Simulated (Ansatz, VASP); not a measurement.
## Two plane-wave programs on P

```xyz
1
Lattice="0.0000 1.9979 1.9979 1.9979 0.0000 1.9979 1.9979 1.9979 0.0000" Properties=species:S:1:pos:R:3 pbc="T T T"
P     0.0000    0.0000    0.0000
```

Alike in both runs: task single point; functional RPBE; k mesh 16 × 16 × 16; occupations fermi-dirac, width 0.1 eV; no spin polarisation.

```csv
,VASP,Ansatz
version,VASP 6.6.1,Ansatz 0.2.0
potentials or method,"VASP PAW PBE potentials, release 64 (P)","plane waves (420 eV) with PAW, scalar-relativistic"
plane-wave cutoff (eV),520,420
valence electrons in the cell,5,5
```

```tsv
	VASP	Ansatz	Ansatz less VASP
pressure (GPa)	-6.2	-5.8	+0.40
```

Caveats: the PAW data sets were made with another functional, which shifts forces and pressure a little (VASP).
